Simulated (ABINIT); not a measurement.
# PbSe (Clausthalite) (Fm-3m) in ABINIT: settings compared, part 2 of 2

ABINIT 10.8.3 (patched build).

### 4 Band structure, OLYP

The input, run.abi:

```
# Datasets: ground state, then fixed potential
ndtset 2

# Pseudopotentials
pp_dirpath "./"
pseudos "Pb.GGA_PBE-JTH.xml, Se.GGA_PBE-JTH.xml"

# Structure
acell 4.3284127397 4.3284127397 4.3284127397 Angstrom
rprim
     0.0000000000     0.7071067812     0.7071067812
     0.7071067812     0.0000000000     0.7071067812
     0.7071067812     0.7071067812     0.0000000000
ntypat 2
znucl 82 34
natom 2
typat 1 2
xcart
     0.0000000000     0.0000000000     0.0000000000
     3.0606500000     3.0606500000     3.0606500000 Angstrom

# Plane-wave basis
ecut 462.593566 eV
pawecutdg 34.0

# Exchange and correlation
ixc -110131

# Bands and occupations
occopt 3
tsmear 0.00183747

# SCF cycle
nstep 100

# Output
iomode 3
prtwf 0
prteig 0
prtebands 0
prtden1 1
prtvha1 1
prtvclmb1 1
prtpot1 1

# Dataset 1
kptopt1 1
ngkpt1 8 8 8
nshiftk1 1
shiftk1 0.0 0.0 0.0
nband1 14
tolvrs1 1.0e-9

# Dataset 2: bands along G-X-W-K-G-L-U-W-L-K
iscf2 -2
getden2 1
nband2 18
nbdbuf2 2
tolwfr2 1.0e-12
kptopt2 -9
ndivsm2 8
prteig2 1
prtvol2 -3
kptbounds2
     0.0000000000     0.0000000000     0.0000000000
     0.5000000000     0.0000000000     0.5000000000
     0.5000000000     0.2500000000     0.7500000000
     0.3750000000     0.3750000000     0.7500000000
     0.0000000000     0.0000000000     0.0000000000
     0.5000000000     0.5000000000     0.5000000000
     0.6250000000     0.2500000000     0.6250000000
     0.5000000000     0.2500000000     0.7500000000
     0.5000000000     0.5000000000     0.5000000000
     0.3750000000     0.3750000000     0.7500000000
```

Potentials or basis: JTH PAW PBE v2.0.

Command:

```console
$ abinit run.abi > log 2>&1
```

run.abo:

```text
.Version 10.8.3 of ABINIT
 DATASET    1 : space group Fm -3 m (#225); Bravais cF (face-center cubic)
================================================================================
 Values of the parameters that define the memory need for DATASET  1.
     intxc =       0    ionmov =       0      iscf =      17    lmnmax =      18
     lnmax =       6     mgfft =      32  mpssoang =       3    mqgrid =    3001
     natom =       2  nloc_mem =       2    nspden =       1   nspinor =       1
    nsppol =       1      nsym =      48    n1xccc =       1    ntypat =       2
    occopt =       3   xclevel =       2
       mpw =        1314          nfft =       32768          nkpt =          29
 PAW method is used; the additional fine FFT grid is defined by:
   mgfftf=        45    nfftf =     91125
================================================================================
================================================================================

 DATASET    2 : space group Fm -3 m (#225); Bravais cF (face-center cubic)
================================================================================
 Values of the parameters that define the memory need for DATASET  2.
     intxc =       0    ionmov =       0      iscf =      -2    lmnmax =      18
     lnmax =       6     mgfft =      32  mpssoang =       3    mqgrid =    3001
     natom =       2  nloc_mem =       2    nspden =       1   nspinor =       1
    nsppol =       1      nsym =      48    n1xccc =       1    ntypat =       2
    occopt =       3   xclevel =       2
       mpw =        1314          nfft =       32768          nkpt =         139
 PAW method is used; the additional fine FFT grid is defined by:
   mgfftf=        45    nfftf =     91125
================================================================================
================================================================================

--------------------------------------------------------------------------------
------------- Echo of variables that govern the present computation ------------
--------------------------------------------------------------------------------
 -outvars: echo values of preprocessed input variables --------
            acell      8.1795146379E+00  8.1795146379E+00  8.1795146379E+00 Bohr
              amu      2.07200000E+02  7.89600000E+01
             ecut      1.70000000E+01 Hartree
           getden1          0
           getden2          1
[... 1312 lines left out ...]
              =  4.328412739700  4.328412739700  4.328412739700 angstroms
 Eigenvalues (hartree) for nkpt= 139  k points:
 kpt#   1, nband= 18, wtk=  1.00000, kpt=  0.0000  0.0000  0.0000 (reduced coord)
  -0.48653   -0.48653   -0.48653   -0.48584   -0.48584   -0.34638   -0.07995    0.08200
   0.08200    0.08200    0.32903    0.32903    0.32903    0.39971    0.39971    0.39971
   0.47615    0.47861
 kpt#   2, nband= 18, wtk=  1.00000, kpt=  0.0217  0.0000  0.0217 (reduced coord)
  -0.48650   -0.48649   -0.48649   -0.48584   -0.48581   -0.34620   -0.08059    0.08175
   0.08175    0.08310    0.32515    0.32868    0.32868    0.39827    0.40101    0.40101
   0.47756    0.48042
 kpt#   3, nband= 18, wtk=  1.00000, kpt=  0.0435  0.0000  0.0435 (reduced coord)
  -0.48652   -0.48651   -0.48651   -0.48587   -0.48581   -0.34568   -0.08243    0.08099
   0.08099    0.08629    0.31474    0.32775    0.32775    0.39431    0.40480    0.40480
   0.47962    0.48594
 kpt#   4, nband= 18, wtk=  1.00000, kpt=  0.0652  0.0000  0.0652 (reduced coord)
  -0.48656   -0.48649   -0.48649   -0.48592   -0.48581   -0.34480   -0.08530    0.07976
   0.07976    0.09131    0.30025    0.32650    0.32650    0.38865    0.41076    0.41076
   0.48143    0.48858
 kpt#   5, nband= 18, wtk=  1.00000, kpt=  0.0870  0.0000  0.0870 (reduced coord)
[... 525 lines left out ...]
   0.06156    0.07884    0.26173    0.28111    0.34104    0.40129    0.51676    0.51869
   0.60260    0.65514
 kpt# 137, nband= 18, wtk=  1.00000, kpt=  0.3929  0.3929  0.7143 (reduced coord)
  -0.48842   -0.48643   -0.48582   -0.48554   -0.48530   -0.29668   -0.14885   -0.00495
   0.05820    0.07393    0.26944    0.28836    0.34797    0.39272    0.52192    0.52558
   0.60400    0.65458
 kpt# 138, nband= 18, wtk=  1.00000, kpt=  0.3839  0.3839  0.7321 (reduced coord)
  -0.48858   -0.48650   -0.48575   -0.48549   -0.48529   -0.29596   -0.14636   -0.00953
   0.05517    0.06948    0.27625    0.29520    0.35331    0.38474    0.52642    0.53421
   0.60635    0.65020
 kpt# 139, nband= 18, wtk=  1.00000, kpt=  0.3750  0.3750  0.7500 (reduced coord)
  -0.48872   -0.48657   -0.48569   -0.48544   -0.48527   -0.29554   -0.14412   -0.01241
   0.05250    0.06550    0.28208    0.30155    0.35693    0.37752    0.53218    0.54149
   0.61102    0.65569

== END DATASET(S) ==============================================================
================================================================================

 -outvars: echo values of variables after computation  --------
            acell      8.1795146379E+00  8.1795146379E+00  8.1795146379E+00 Bohr
           etotal1    -7.0967079344E+01
            fcart1    -0.0000000000E+00 -0.0000000000E+00 -0.0000000000E+00
                      -0.0000000000E+00 -0.0000000000E+00 -0.0000000000E+00
            rprim      0.0000000000E+00  7.0710678120E-01  7.0710678120E-01
                       7.0710678120E-01  0.0000000000E+00  7.0710678120E-01
                       7.0710678120E-01  7.0710678120E-01  0.0000000000E+00
           strten1    -9.2015607547E-05 -9.2015607547E-05 -9.2015607547E-05
                       0.0000000000E+00  0.0000000000E+00  0.0000000000E+00
           xangst      0.0000000000E+00  0.0000000000E+00  0.0000000000E+00
                       3.0606500001E+00  3.0606500001E+00  3.0606500001E+00
             xred      0.0000000000E+00  0.0000000000E+00  0.0000000000E+00
                       5.0000000000E-01  5.0000000000E-01  5.0000000000E-01
 Calculation completed.
```

It took 1.7 min on 1 thread of Arm Neoverse V1, shared host; peak memory 0.15 GiB.

What came out:

- Free energy: -1931.1126 eV
- Band gap on the k mesh: 0.58 eV, direct
- Valence electrons inside the program's atomic spheres: Pb 11.33; Se 3.97

Levels at the corners of the path, in eV from the valence-band top:
```tsv
point	band 7	band 8	band 9	band 10	band 11	band 12	band 13	band 14
Γ	-6.29	-1.88	-1.88	-1.88	4.84	4.84	4.84	6.76
X	-7.40	-4.84	-3.18	-3.18	4.11	5.71	5.71	6.19
W	-8.02	-4.12	-4.12	-0.82	2.04	5.16	5.16	7.98
K	-8.03	-4.45	-2.68	-2.33	3.56	4.09	5.60	6.16
Γ	-6.29	-1.88	-1.88	-1.88	4.84	4.84	4.84	6.76
L	-8.77	-1.47	-1.47	0.00	0.58	1.82	1.82	9.09
U	-8.03	-4.45	-2.68	-2.33	3.56	4.09	5.60	6.16
W	-8.02	-4.12	-4.12	-0.82	2.04	5.16	5.16	7.98
L	-8.77	-1.47	-1.47	0.00	0.58	1.82	1.82	9.09
K	-8.03	-4.45	-2.68	-2.33	3.56	4.09	5.60	6.16
```

Caveat: the cutoff is too short for stress, so the log's stress isn't used; the PAW data sets were made with another functional, which shifts forces and pressure a little; spin-orbit coupling is left out, which as a rule narrows the gap of such compounds by several tenths of an eV.

### 5 Equation of state, OLYP

The input, run.abi:

```
# Datasets: one volume each
ndtset 7
getwfk -1
scalecart1 3*0.9795861087
scalecart2 3*0.9864848297
scalecart3 3*0.9932883884
scalecart4 3*1.0000000000
scalecart5 3*1.0066227096
scalecart6 3*1.0131594038
scalecart7 3*1.0196128224

# Pseudopotentials
pp_dirpath "./"
pseudos "Pb.GGA_PBE-JTH_sp.xml, Se.GGA_PBE-JTH.xml"

# Structure
acell 3*1.0 Angstrom
rprim
     0.0000000000     3.0606500000     3.0606500000
     3.0606500000     0.0000000000     3.0606500000
     3.0606500000     3.0606500000     0.0000000000
ntypat 2
znucl 82 34
natom 2
typat 1 2
xred
     0.0000000000     0.0000000000     0.0000000000
     0.5000000000     0.5000000000     0.5000000000

# Plane-wave basis
ecut 15.0
pawecutdg 30.0

# k points
kptopt 1
ngkpt 8 8 8
nshiftk 1
shiftk 0.0 0.0 0.0

# Exchange and correlation
ixc -110131

# Bands and occupations
nband 9
occopt 3
tsmear 0.05 eV

# SCF cycle
nstep 100
tolvrs 1.0e-9

# Output
iomode 3
prtwf 1
prtden 0
prteig 0
prtebands 0
enunit 2
```

Potentials or basis: JTH PAW PBE v2.0 sp.

Command:

```console
$ abinit run.abi > log 2>&1
```

Run time: 59 s. Hardware: 1 thread of Arm Neoverse V2, shared host; peak memory 0.15 GiB.

It converged, with:

- Equilibrium volume: 30.81 Å³/atom (rough: see the caveat)
- Bulk modulus: 42 GPa (rough)

Energy against volume, from the lowest point:
```csv
volume (Å³/atom),energy (meV/atom)
26.951,77.52
27.524,54.01
28.097,35.40
28.671,20.94
29.244,10.45
29.818,3.67
30.391,0.00
```

Caveat: pressures at fixed basis lie under the slope of the energies; the minimum lies outside the volumes run; the PAW data sets were made with another functional, which shifts forces and pressure a little; this set keeps more shells in the core, which shifts pressures and gaps.

### 6 Band structure, LDA-Teter

The input, run.abi:

```
# Datasets: ground state, then fixed potential
ndtset 2

# Pseudopotentials
pp_dirpath "./"
pseudos "Pb.LDA_PW-JTH.xml, Se.LDA_PW-JTH.xml"

# Structure
acell 8.1795146323 8.1795146323 8.1795146323
rprim
     0.0000000000     0.7071067812     0.7071067812
     0.7071067812     0.0000000000     0.7071067812
     0.7071067812     0.7071067812     0.0000000000
ntypat 2
znucl 82 34
natom 2
typat 1 2
xred
     0.0000000000     0.0000000000     0.0000000000
     0.5000000000     0.5000000000     0.5000000000

# Plane-wave basis
ecut 462.593566 eV
pawecutdg 34.0

# Exchange and correlation
ixc 1

# Bands and occupations
occopt 3
tsmear 0.05 eV

# SCF cycle
nstep 100

# Output
iomode 3
prtwf 0
prteig 0
prtebands 0
enunit 2
prtden1 1
prtvha1 1
prtvclmb1 1
prtpot1 1

# Dataset 1
kptopt1 1
ngkpt1 8 8 8
nshiftk1 1
shiftk1 0.0 0.0 0.0
nband1 14
tolvrs1 1.0e-9

# Dataset 2: bands along G-X-W-K-G-L-U-W-L-K
iscf2 -2
getden2 1
nband2 18
nbdbuf2 2
tolwfr2 1.0e-12
kptopt2 -9
ndivsm2 5
prteig2 1
kptbounds2
     0.0000000000     0.0000000000     0.0000000000
     0.5000000000     0.0000000000     0.5000000000
     0.5000000000     0.2500000000     0.7500000000
     0.3750000000     0.3750000000     0.7500000000
     0.0000000000     0.0000000000     0.0000000000
     0.5000000000     0.5000000000     0.5000000000
     0.6250000000     0.2500000000     0.6250000000
     0.5000000000     0.2500000000     0.7500000000
     0.5000000000     0.5000000000     0.5000000000
     0.3750000000     0.3750000000     0.7500000000
```

Potentials or basis: JTH PAW LDA v2.0.

Command:

```console
$ abinit run.abi > log 2>&1
```

It took 59 s on 1 thread of Arm Neoverse V2, shared host; peak memory 0.11 GiB.

It converged, with:

```yaml
Free_energy: -1934.8927 eV
Band_gap_on_the_k_mesh: 0.18 eV, direct
Valence_electrons_inside_the_program's_atomic_spheres: Pb 11.32; Se 3.90
```

Levels at the corners of the path, in eV from the valence-band top:
```tsv
point	band 6	band 7	band 8	band 9	band 10	band 11	band 12	band 13	band 14	band 15
Γ	-13.62	-6.43	-1.84	-1.84	-1.84	4.63	4.63	4.63	6.55	6.55
X	-12.17	-7.50	-4.98	-3.21	-3.21	3.67	5.53	5.53	5.96	11.51
W	-12.14	-8.11	-4.22	-4.22	-0.75	1.80	4.90	4.90	7.70	7.70
K	-12.18	-8.13	-4.57	-2.70	-2.40	3.33	3.96	5.37	5.80	10.19
Γ	-13.62	-6.43	-1.84	-1.84	-1.84	4.63	4.63	4.63	6.55	6.55
L	-12.54	-8.88	-1.40	-1.40	0.00	0.18	1.62	1.62	8.48	10.15
U	-12.18	-8.13	-4.57	-2.70	-2.40	3.33	3.96	5.37	5.80	10.19
W	-12.14	-8.11	-4.22	-4.22	-0.75	1.80	4.90	4.90	7.70	7.70
L	-12.54	-8.88	-1.40	-1.40	0.00	0.18	1.62	1.62	8.48	10.15
K	-12.18	-8.13	-4.57	-2.70	-2.40	3.33	3.96	5.37	5.80	10.19
```

Caveat: the cutoff is too short for stress, so the log's stress isn't used; spin-orbit coupling is left out, which as a rule narrows the gap of such compounds by several tenths of an eV.

### 7 The runs side by side

```csv
task,level,potentials or basis,cutoff (eV),fine-grid cutoff,gap on the mesh (eV)
band structure,PW91,JTH PAW PBE v2.0 sp,408,816.342 eV,0.31
equation of state,LDA-PZ,JTH PAW LDA v2.0,463,925.187 eV,-
band structure,OLYP,JTH PAW PBE v2.0,463,925.187 eV,0.58
equation of state,OLYP,JTH PAW PBE v2.0 sp,408,816.342 eV,-
band structure,LDA-Teter,JTH PAW LDA v2.0,463,925.187 eV,0.18
```

Alike in all rows: no spin polarisation; cell as given; k mesh 8 × 8 × 8; smearing fermi-dirac 0.05 eV.

Caveats: the PAW data sets were made with another functional, which shifts forces and pressure a little (some runs); spin-orbit coupling is left out, which as a rule narrows the gap of such compounds by several tenths of an eV (some runs); this set keeps more shells in the core, which shifts pressures and gaps (some runs); pressures at fixed basis lie under the slope of the energies (some runs); the minimum lies outside the volumes run (some runs).

Absolute energies hang on the potentials; compare differences alone.

### 8 How close it comes

Step 2. Measured gap of PbSe: 0.15 eV (direct; 4.2 K; a printed reference work, monograph). This calculation gives 0.31 eV (+0.16 eV). 2 values of this kind are on record (0.15 to 0.28 eV); this one was drawn at random. Spin-orbit coupling on Pb, Se is left out. The value is that of PW91, without temperature or zero-point motion.

Step 3. The cell as given is a measured one (28.67 Å³/atom); LDA-PZ puts the equilibrium volume -3.9 % from it, thermal expansion not counted.

Step 4. Against the measured gap of PbSe, 0.15 eV (direct; 4.2 K; a printed reference work, monograph), the calculated 0.58 eV is off by +0.43 eV. 2 values of this kind are on record (0.15 to 0.28 eV); this one was drawn at random. Spin-orbit coupling on Pb, Se is left out. The value is that of OLYP on a finite k mesh, which can miss the band edges, without temperature or zero-point motion.

Step 6. A measured gap of PbSe is 0.28 eV (direct; 300 K; a printed reference work, monograph); the calculated 0.18 eV misses it by -0.10 eV. 2 values of this kind are on record (0.15 to 0.28 eV); this one was drawn at random. Spin-orbit coupling on Pb, Se is left out. The value is that of LDA-Teter on a finite k mesh, which can miss the band edges, without temperature or zero-point motion. Semilocal functionals fall short of measured gaps as a rule.
